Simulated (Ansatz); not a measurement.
# Al(100) (Fm-3m bulk, slab 6 Å thick) with one Al vacancy in a 2 × 2 cell: simulated STM, part 2 of 2

The task: relax Al(100) (Fm-3m bulk, slab 6 Å thick) with one Al vacancy in a 2 × 2 cell and compute the vacuum tail of its states by energy, as an STM tip samples it.

Ansatz 0.2.0; DFT PBE, scalar-relativistic, plane waves, PAW.

## Step 3: Densities by energy window

The windows are in eV from the zero of bias; a denser mesh resolves them.

The input, input.yaml:

```yaml
crystal:
  lattice:
    - [5.72467994, 0.0, 0.0]
    - [0.0, 5.72467994, 0.0]
    - [0.0, 0.0, 23.0719398463]
  atoms:
    - { symbol: Al, position: [0.25, 0.25, 0.3684128884] }
    - { symbol: Al, position: [0.25, 0.75, 0.3684128884] }
    - { symbol: Al, position: [0.75, 0.25, 0.3684128884] }
    - { symbol: Al, position: [0.75, 0.75, 0.3684128884] }
    - { symbol: Al, position: [0.0, 0.0, 0.4561376329] }
    - { symbol: Al, position: [0.0, 0.5, 0.4561376329] }
    - { symbol: Al, position: [0.5, 0.0, 0.4561376329] }
    - { symbol: Al, position: [0.5, 0.5, 0.4561376329] }
    - { symbol: Al, position: [0.2467023256, 0.2467023256, 0.5481616861] }
    - { symbol: Al, position: [0.2467023256, 0.7532976744, 0.5481616861] }
    - { symbol: Al, position: [0.7532976744, 0.2467023256, 0.5481616861] }
    - { symbol: Al, position: [0.7532976744, 0.7532976744, 0.5481616861] }
    - { symbol: Al, position: [0.0, 0.5, 0.6317319538] }
    - { symbol: Al, position: [0.5, 0.0, 0.6317319538] }
    - { symbol: Al, position: [0.5, 0.5, 0.6386538086] }
basis:
  ecutwfc: 420.0
  fft_grid_basis: typed
kpoints:
  mp_grid: { grid: [10, 10, 1] }
hamiltonian:
  xc: pbe
  pseudopotentials: { kind: paw }
scf:
  occupations: { method: gaussian, width: 0.1 }
output:
  forces: true
  eigenvalues: true
  band_densities:
    - { e_range: [-2.0, -1.0] }
    - { e_range: [-1.0, -0.5] }
    - { e_range: [-0.5, -0.25] }
    - { e_range: [-0.25, 0.0] }
    - { e_range: [0.0, 0.25] }
    - { e_range: [0.25, 0.5] }
    - { e_range: [0.5, 1.0] }
    - { e_range: [1.0, 1.5] }
  band_residual_tolerance: 1.0e-05
  write_potential: true
  elf: true
  write_density: true
  volumetric_format: npy
efield:
  axis: 3
  dipole_correction: true
  ramp_width: 0.04
checkpoint:
  read: start.run
  write: ck
  compress: false
  write_wavefunctions: false
  write_every: 100000
```

Launch:

```
$ ansatz run input.yaml --threads 2 --pin off --max-ram 4423MiB --backend cpu --events-out ev --progress --plain --runs-dir out
```

The log of the run:

```text
Warning: RAYON_NUM_THREADS=2 ignored (pool sized by the plan → 2); use --threads N
Engine: ansatz 0.2.0, x86_64-unknown-linux-gnu
Pseudopotentials: kind: paw
Pseudopotential: Al, paw, valence charge 3, recommended cutoff 420 eV (normal), Al.paw.azcp
Functional definition: PBE
  parameter kappa = 0.804
  parameter beta = 0.06672455060314922
  exchange = pbe_x(kappa = kappa, mu = beta*pi^2/3)
  correlation = pbe_c(beta = beta)
Crystal: 15 atoms, lattice volume = 756.113 Å³
Basis set: ecut = 420 eV, 14841 PW (Γ), exchange–correlation on 80×80×320 points (8 copies of the dense FFT grid, shifted against one another)
Bands: 38, of which v1, the nominal top of the filled ones, is band 23 counted from 1 (22 counted from 0)
Symmetry: 8 space group operations
Space group: P4mm (ITA 99), of the structure as read, at distance tolerance 9.1e-5 Å
k-points: 21 of 100
Non-local potential: Al, projectors of the file, l = 0: 2, l = 1: 2, l = 2: 1
PAW form: soft (Blöchl's): semilocal exchange-correlation on the pseudo side does not see the compensation charge
PAW one-centre angular grid: Al, 110 points (default); XC on 64 Gauss nodes
Initial density: read from a saved state, or passed on in memory by an earlier SCF of this step, an earlier step, the calling program or the single point that the run made first
Stability of the state it starts from, as read at its close in the unpolarized treatment: not read negative (Ritz values of 1 − χ₀K, real part plus size of imaginary part, from 1.1 to 1.9, by its mixing steps under the symmetry group of the SCF that read it)
Initial wavefunctions: pseudopotential atomic-orbital guess
Functional: x = pbe(κ = 0.804, μ = 0.2195149727645171), c = pbe(β = 0.06672455060314922)
iter 1 solved again at ethr=2.29e-4 eV; its pass at ethr=3.10e-3 eV (dr2=1.03e-1 eV) is discarded
SCF iter   1: F=—  HF=-8058.193128 eV  |F-HF|=—  |Δ(HF+E_count)|=         —  Δρ=1.03e-3  dr2=1.22e-1  ethr=2.29e-4  p=0.003 e·Å  D=8.25e-4 V/Å  ΔV_dip=-0.02 eV  dr2_dipole=1.13e-2  V_vac-E_F(+/−)=4.39/4.41 eV  ⟨swp⟩=1.5  Hψ=5954  notcnv=0
efield: sawtooth ramp at fractional position 0.9800 (handed on by an earlier solve), width 0.0400; the density the first Hamiltonian is built on has a dipole p = 0.003 e·Å; the dipole correction subtracts the counter field D = 8.25e-4 V/Å, which shifts the + side's vacuum level by -0.02 eV against the − side's; the planar-averaged density in the ramp window peaks in size at 1.2e-7 e/Å³
eigensolver tolerance schedule calibrated: the retry pair's looser diagonalisation under-reported the residual by θ = 0.16 (0.14/decade); ethr = c·dr2/N_el runs at the constant in force after the calibration composes with the one it found (an armed cap, an earlier calibration), c = 5.2e-2
preconditioner: auto → LDOS  [metal: Δε(μ)=0.025 eV  Ē_g=5.999 eV  σ=0.100 eV  W_gap=0.14  n_scr=68 (ndim 8)  ℏωp=9.1 eV  f_vac=0.522  D(μ)=7.68/eV (n_scr^D=28)  β→1.0]
SCF iter   2: F=—  HF=-8058.180971 eV  |F-HF|=—  |Δ(HF+E_count)|=   1.22e-2  Δρ=5.10e-4  dr2=7.51e-3  ethr=1.41e-4  p=0.000 e·Å  D=1.06e-4 V/Å  ΔV_dip=-0.00 eV  dr2_dipole=5.88e-4  V_vac-E_F(+/−)=4.32/4.32 eV  ⟨swp⟩=2.4  Hψ=992  notcnv=0
SCF iter   3: F=—  HF=-8058.181104 eV  |F-HF|=—  |Δ(HF+E_count)|=   1.32e-4  Δρ=8.71e-5  dr2=4.83e-4  ethr=8.67e-6  p=0.004 e·Å  D=8.53e-4 V/Å  ΔV_dip=-0.02 eV  dr2_dipole=3.09e-6  V_vac-E_F(+/−)=4.32/4.34 eV  ⟨swp⟩=2.6  Hψ=1224  notcnv=0
SCF iter   4: F=—  HF=-8058.181084 eV  |F-HF|=—  |Δ(HF+E_count)|=   2.00e-5  Δρ=2.14e-5  dr2=2.34e-5  ethr=5.58e-7  p=0.003 e·Å  D=6.43e-4 V/Å  ΔV_dip=-0.01 eV  dr2_dipole=5.80e-6  V_vac-E_F(+/−)=4.32/4.34 eV  ⟨swp⟩=2.5  Hψ=1227  notcnv=0
SCF iter   5: F=—  HF=-8058.181974 eV  |F-HF|=—  |Δ(HF+E_count)|=   8.91e-4  Δρ=5.14e-6  dr2=3.75e-7  ethr=2.70e-8  p=0.003 e·Å  D=6.78e-4 V/Å  ΔV_dip=-0.02 eV  dr2_dipole=5.55e-8  V_vac-E_F(+/−)=4.32/4.34 eV  ⟨swp⟩=2.3  Hψ=1273  notcnv=0
SCF iter   6: F=-8058.181975 eV  HF=-8058.181975 eV  |F-HF|=6.56e-8  |Δ(HF+E_count)|=   4.20e-7  Δρ=1.35e-6  dr2=2.15e-8  ethr=1.16e-10  p=0.003 e·Å  D=6.65e-4 V/Å  ΔV_dip=-0.02 eV  dr2_dipole=2.04e-11  V_vac-E_F(+/−)=4.32/4.34 eV  ⟨swp⟩=35.4  Hψ=9539  notcnv=0
SCF 1 converged in 6 iterations: F = -8058.181975 eV  dr2 = 2.15e-8
WARN: The output density's exchange-correlation potential varies sharply where the density is thin. Do not read a vacuum level from v_tot or v_xc, or from such a field of the output density. On a cell that repeats whose density bears no net charge and no dipole along the vacuum's axis use v_es (v_loc + v_h of the components); under efield.dipole_correction with no amplitude use v_es + v_field, which holds any external_charges[].barrier, or the levels of the report's work_function block, which leave it out; under a non-zero efield.amplitude the vacuum is tilted and has no level; on a cell that repeats and bears such a dipole with no correction it is tilted too, and efield.dipole_correction with no amplitude gives each side of its ramp a level where efield: is served; in a cell that repeats whose density bears a net charge (total_charge, or a fill off its count) it is curved and has none; of a slab under crystal.periodic whose density bears no net charge use v_es, which has a level on each side, short of where the two are joined; of another it falls or rises all the way out and has none; of a slab beside external_charges read slab_vacuum_level instead, which it has where they leave it neutral. The grid or the basis barely resolves most such structure, and the values can differ between equally converged runs; as a rule a tighter scf.convergence.dr2_threshold does not remove it. Where the density itself ripples (under the LDA too) a higher basis.ecutwfc lessens it. The files hold the spikes' plane waves up to the density's cutoff. Files: v_tot_of_output_density and the like, and their columns of v_z.tsv (output.write_potential); v_xc_of_output_density and the like, and their columns of v_comp_z.tsv (output.write_potential_components). Measured: with its Gaussian average of σ = 0.25 Å subtracted twice, the exchange-correlation potential is over 0.1 eV at 9 of the grid points where the equally averaged density (valence and model cores) is under 1e-3 e/Å³, and 0.314 eV at the most among them, at an averaged density of 5.7e-8 e/Å³. The input density's (outcome.potential() and, of a run that writes arrays, v_tot and v_xc) is over 0.1 eV, so measured, at 17 points of its own thin density, 0.122 eV at the most. See output.write_potential in the manual, Limitations
SCF converged after 6 iterations
Free energy (F): -8058.181975 eV
Harris-Foulkes:  -8058.181975 eV  (|F-HF|=6.56e-8)
Internal energy: -8058.141231 eV  (E = F + TS)
E sigma→0 (E₀):  -8058.161603 eV
Entropy (-TS):   -0.040744 eV (-2.716 meV/atom)
Fermi energy:    -0.255798 eV
Dipole field:    D = 0.000661 V/Å  (p = 0.002764 e·Å, saw-weighted, corrected)
Work function:   Φ+ = 4.3220 eV   Φ− = 4.3373 eV
Levels:          The Fermi level and band energies are counted from a zero that moves with the ramp; work functions are not
--- Per-component energies (eV) ---
  E_band       = -187.918741
  E_kinetic    = 316.611237
  E_local      = -9104.481730  (includes V_loc(G=0)·N_el)
  E_nonlocal   = 157.847478
  E_hartree    = 4455.880658
  E_xc         = -582.015101
  E_vxc        = -415.490350  (∫ρ·V_xc dr)
  E_paw        = -7009.046288  (= ΣΔE_a)
  E_vpaw       = -54.171855  (= ΣTr[D̂ρ^β])
  E_aug_tail   = -0.000031  (compensation charges beyond the density's cutoff)
  E_efield     = 0.000001  (sawtooth field / dipole correction)
  E_vefield    = 0.004902  (∫n·V_field dr)
  E_ewald      = 3707.062547
  E_smearing   = -0.040744  (= −TS)
  E_closure    = -0.000000  (closes the sum)
  Σ components = -8058.181975   (vs F -8058.181975, Δ=0.00e0)
--- Forces (eV/Å), atoms counted from 1 ---
  atom   1  Al    -0.00585136    -0.00585136    -0.03359833
  atom   2  Al    -0.00585136     0.00585136    -0.03359833
  atom   3  Al     0.00585136    -0.00585136    -0.03359833
  atom   4  Al     0.00585136     0.00585136    -0.03359833
  atom   5  Al    -0.00000000     0.00000000     0.19886720
  atom   6  Al     0.00000000     0.00000000     0.17412216
  atom   7  Al    -0.00000000     0.00000000     0.17412216
  atom   8  Al    -0.00000000     0.00000000     0.32661442
  atom   9  Al     0.00954780     0.00954780    -0.17254440
  atom  10  Al     0.00954780    -0.00954780    -0.17254440
  atom  11  Al    -0.00954780     0.00954780    -0.17254440
  atom  12  Al    -0.00954780    -0.00954780    -0.17254440
  atom  13  Al     0.00000000     0.00000000    -0.01261305
  atom  14  Al    -0.00000000     0.00000000    -0.01261305
  atom  15  Al     0.00000000     0.00000000    -0.02396769
  max |Σ_I F_I| component: 3.88e-5 eV/Å
--- Band table (eV; the first three rows and the last of 21) ---
  k-point 0: bands = ["-10.5592", "-9.1325", "-6.9921", "-6.2552", "-6.1490", "-6.1490", "-5.9439", "-5.0032", "-4.7366", "-4.7366", "-4.4679", "-3.9891", "-2.7414", "-2.7244", "-2.7244", "-2.3037", "-2.3037", "-2.1894", "-1.6695", "-1.1403", "-0.9772", "-0.9772", "-0.7871", "-0.1072", "0.0407", "0.0407", "0.3525", "0.4271", "1.0812", "1.3099", "1.3099", "1.3866", "2.2003", "2.3314", "2.4996", "2.4996", "2.7795", "3.3246"]
  k-point 1: bands = ["-10.5144", "-9.0896", "-7.0464", "-6.8644", "-6.1058", "-6.0846", "-5.5325", "-5.2161", "-4.6952", "-4.6279", "-4.2224", "-3.6707", "-3.3489", "-2.8747", "-2.7619", "-2.5228", "-2.3262", "-1.9521", "-1.4080", "-1.3004", "-1.2679", "-0.6625", "-0.5935", "-0.3855", "0.0242", "0.1950", "0.7662", "0.7771", "0.9594", "1.0426", "1.4524", "1.5270", "1.8890", "2.4181", "2.5099", "2.8823", "3.2294", "3.4189"]
  k-point 2: bands = ["-10.3801", "-8.9625", "-7.7162", "-6.8311", "-6.3209", "-5.9761", "-5.8235", "-4.5975", "-4.5733", "-4.2662", "-4.1931", "-3.8208", "-3.4444", "-3.3169", "-2.8318", "-2.5439", "-2.2834", "-1.8753", "-1.8227", "-1.7203", "-1.1194", "-0.5702", "-0.0695", "0.1894", "0.2317", "0.3963", "0.4896", "0.5349", "1.0996", "1.6000", "1.7329", "1.8367", "2.3688", "2.3833", "2.5711", "3.1369", "3.2463", "3.4304"]
  k-point 20: bands = ["-8.3892", "-8.3892", "-8.3435", "-8.2408", "-7.1516", "-7.0565", "-7.0565", "-6.3524", "-4.9950", "-4.8119", "-4.8119", "-3.6681", "-2.3131", "-2.1482", "-2.1482", "-1.1706", "-0.4369", "-0.4111", "-0.2663", "-0.2663", "-0.1112", "0.0635", "0.0635", "0.6353", "0.9353", "0.9700", "0.9700", "1.1195", "1.1218", "1.3491", "1.3491", "1.7984", "2.3868", "2.3868", "2.5136", "2.7982", "3.1508", "3.2208"]
--- Band densities, each state counted as filled ---
  window                                       electrons  max residual (eV)  cut levels
  e_range: [-2, -1]                             7.040000             3.3e-9           0
  e_range: [-1, -0.5]                           3.100000             3.4e-9           0
  e_range: [-0.5, -0.25]                        2.160000             3.2e-9           0
  e_range: [-0.25, 0]                           2.040000             4.5e-9           0
  e_range: [0, 0.25]                            1.320000             1.4e-6           0
  e_range: [0.25, 0.5]                          1.920000             3.2e-6           0
  e_range: [0.5, 1]                             3.740000             3.5e-6           0
  e_range: [1, 1.5]                             3.560000             3.1e-6           0
```

It took 37 s on 2 threads of Intel Xeon Platinum 8488C (Sapphire Rapids), shared host; peak memory 1.1 GiB.

From the log: work function 4.32 eV (top face), 4.34 eV (bottom face).

band_densities.tsv:

```
# window	n_electrons	max_residual_ev	n_cut_levels
# fermi_ev = -0.255798
# range_zeros_ev = -0.255798
# range_zeros_ev: from where a range's energies are measured, in spin up and in spin down where the run solves two channels
e_range_-2_-1	7.040000	3.293e-9	0
e_range_-1_-0.5	3.100000	3.410e-9	0
e_range_-0.5_-0.25	2.160000	3.213e-9	0
e_range_-0.25_0	2.040000	4.535e-9	0
e_range_0_0.25	1.320000	1.355e-6	0
e_range_0.25_0.5	1.920000	3.188e-6	0
e_range_0.5_1	3.740000	3.523e-6	0
e_range_1_1.5	3.560000	3.122e-6	0
```

## Step 4: STM images

Tersoff–Hamann simulation (s-wave tip); biases are sample biases.

Images at several biases, each described by its contrast.

```csv
bias,height (Å),bright/dark,brightest over
−2.00 V,2.5,9.6,top Al atoms away from vacancy
−1.00 V,2.5,7.4,all top Al atoms
−0.50 V,2.5,7.2,top Al atoms next to vacancy
−0.25 V,2.5,9.9,top Al atoms away from vacancy
+0.25 V,2.5,4.4,top Al atoms next to vacancy
+0.50 V,2.5,6.7,top Al atoms next to vacancy
+1.00 V,2.5,6.6,top Al atoms next to vacancy
+1.50 V,2.5,6.4,top Al atoms away from vacancy
```

The slab has states at the Fermi level, though not all of them need reach the top face. Its work function (top face) is 4.32 eV.

Constant-current image at a set point of 1.9 × 10⁻⁴ e/Å³, bias −0.25 V (filled states), over one surface cell. Columns run along a, rows up along b; exposed atoms at Al (0.50, 0.50), Al (0.00, 0.50), Al (0.50, 0.00), Al (0.25, 0.25), Al (0.75, 0.25), Al (0.25, 0.75), Al (0.75, 0.75).

Values in Å, 9 rows by 11 columns:
```
0.06 0.45 0.81 1.21 1.37 1.49 1.49 1.37 1.10 0.81 0.27
0.63 0.72 0.89 1.19 1.34 1.46 1.46 1.34 1.10 0.89 0.67
1.10 1.09 1.11 1.24 1.35 1.44 1.44 1.35 1.19 1.11 1.09
1.43 1.41 1.38 1.41 1.47 1.54 1.54 1.47 1.39 1.38 1.42
1.51 1.48 1.45 1.47 1.52 1.58 1.58 1.52 1.45 1.45 1.49
1.43 1.41 1.38 1.41 1.47 1.54 1.54 1.47 1.39 1.38 1.42
1.21 1.19 1.20 1.28 1.37 1.46 1.46 1.37 1.24 1.20 1.20
0.81 0.85 0.95 1.20 1.33 1.44 1.44 1.33 1.11 0.95 0.82
0.23 0.51 0.82 1.20 1.37 1.48 1.48 1.37 1.09 0.82 0.36
```

The brightest spots lie over all the top Al atoms; the darkest points are over the vacancy. The corrugation is 1.6 Å at a mean tip height of 2.4 Å.

Constant-current image at a set point of 4.5 × 10⁻⁵ e/Å³, bias +0.25 V (empty states), over one surface cell. Columns run along a, rows up along b; exposed atoms at Al (0.50, 0.50), Al (0.00, 0.50), Al (0.50, 0.00), Al (0.25, 0.25), Al (0.75, 0.25), Al (0.25, 0.75), Al (0.75, 0.75).

Values in pm, 9 rows by 11 columns:
```
 0.94  8.43 19.84 38.81 48.84 56.80 56.80 48.84 32.74 19.84  4.37
13.40 16.54 22.90 36.89 45.53 52.78 52.78 45.53 32.02 22.90 14.72
32.86 32.13 32.38 37.49 42.79 48.12 48.12 42.79 35.15 32.38 32.45
52.81 50.39 47.27 44.93 46.10 48.56 48.56 46.10 45.13 47.27 51.67
57.65 55.02 51.44 47.84 48.15 49.89 49.89 48.15 48.52 51.44 56.43
52.81 50.39 47.27 44.93 46.10 48.56 48.56 46.10 45.13 47.27 51.67
39.00 37.58 36.50 38.97 42.99 47.50 47.50 42.99 37.49 36.50 38.29
19.70 21.28 25.33 36.50 44.22 50.97 50.97 44.22 32.38 25.33 20.32
 3.65 10.01 20.32 38.29 48.06 55.90 55.90 48.06 32.45 20.32  6.51
```

The brightest spots lie over the top Al atoms next to the vacancy, with weaker maxima over the top Al atoms away from the vacancy; the darkest points are over the vacancy. The corrugation is 58 pm at a mean tip height of 3.0 Å.

## Step 5: More from the same densities

Decay of the current with height.

Near 4 Å the plane average falls as exp(−2.36 z/Å), a factor of 11 per ångström, which gives an apparent barrier of 5.3 eV (0.952 eV Å² times the slope squared). The vacuum level lies 4.32 eV above zero bias.

Shares of each window's states by atomic plane (%), top plane first:

```tsv
window (eV)	states	1 Al3	2 Al4	3 Al4	4 Al4
-2 to -1	7.04	24	23	24	28
-1 to -0.5	3.10	27	22	22	29
-0.5 to -0.25	2.16	24	23	27	27
-0.25 to +0	2.04	21	26	26	27
+0 to +0.25	1.32	27	22	23	28
+0.25 to +0.5	1.92	29	20	22	29
+0.5 to +1	3.74	23	22	28	27
+1 to +1.5	3.56	25	23	23	28
```

## Step 6: Results

What follows sums up all 2 parts.

| quantity | value |
| --- | --- |
| work function, top face | 4.32 eV |
| gap of the slab on its mesh | none (metal) |
| corrugation at −0.25 V, tip 2.4 Å up | 1.6 Å |
| corrugation at +0.25 V, tip 3.0 Å up | 58 pm |

In words: At −0.25 V the brightest spots lie over all the top Al atoms; the darkest points are over the vacancy. At +0.25 V the brightest spots lie over the top Al atoms next to the vacancy, with weaker maxima over the top Al atoms away from the vacancy; the darkest points are over the vacancy. A real tip's own states and forces would change the contrast.
